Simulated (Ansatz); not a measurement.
# SnO: pressure against volume scale

Results calculated with Ansatz 0.2.0, not measured. Free energy against uniform scaling of the volume at fixed shape and fractions; periodic cell, basis, potentials, k mesh and filling as listed.

The cell before it is scaled or strained (space group Pmn2_1, No. 31):
```
CELL_PARAMETERS angstrom
3.35500 0.00000 0.00000
0.00000 5.67410 0.00000
0.00000 0.00000 4.22200
ATOMIC_POSITIONS crystal
Sn 0.00000 0.23191 0.51314
Sn 0.50000 0.76809 0.01314
O 0.00000 0.89125 0.73686
O 0.50000 0.10875 0.23686
```

Settings of every row: functional PBEsol; dispersion none; potentials PAW; wave cutoff 517.02 eV; density cutoff 2068.1 eV; k mesh 6x4x6; k shift 0x0x0; occupations fermi dirac; smearing width 0.02 eV; spin none.

Limits: the cell comes from a prototype or a list of computed structures and needn't be the stable phase.

| row | volume scale | V (Å³/atom) | pressure (GPa) | energy above lowest point (meV/atom) |
| --- | --- | --- | --- | --- |
| 1 | 0.94 | 18.888 | 1.87 | 2.3 |
| 2 | 0.96 | 19.289 | ? | ? |
| 3 | 0.98 | 19.691 | -1.62 | 2 |
| 4 | 1 | 20.093 | -3.1 | 8 |
| 5 | 1.02 | 20.495 | -4.41 | 17.4 |
| 6 | 1.04 | 20.897 | -5.58 | 30 |
| 7 | 1.06 | 21.299 | -6.63 | 45.3 |

Question: what pressure should row 2 give?

Worked fit of pressure. Take u = (V_r/V)^(2/3) − 1 with V_r = 20.294 Å³ an atom, which is twice the finite (Eulerian) strain; such expansions in the strain, on which the Birch-Murnaghan equation of state is built, carry the rest volume and the bulk modulus. The shown rows have u = 0.04903, 0.02031, 0.00666, -0.00655, -0.01933, -0.03171. Least squares give pressure = −3.774 + 99.8 × u + 311.5 × u² GPa; a straight line predicts inner rows, each left out in turn, worse (root mean square 0.21 against 0.0067 GPa). The rows lie off it by 0.00, 0.00, 0.00, 0.00, 0.01, 0.00. The pressure vanishes at u = 0.0342, or V = 19.3 Å³ an atom, and there the bulk modulus at fixed shape and fractions is B = −V dP/dV = (2/3)(1 + u) dP/du = 83.5 GPa. Letting shape and atoms relax would as a rule lower it, by much in layered, chain or molecular crystals. The withheld row has u = 0.03444, so the fit gives −3.774 + 99.8 × (0.03444) + 311.5 × (0.03444)² = 0.03 GPa.

The calculation gave 0.03 GPa. The fit meets it to the printed digit.

The other values of row 2: energy above lowest point 0 meV/atom.
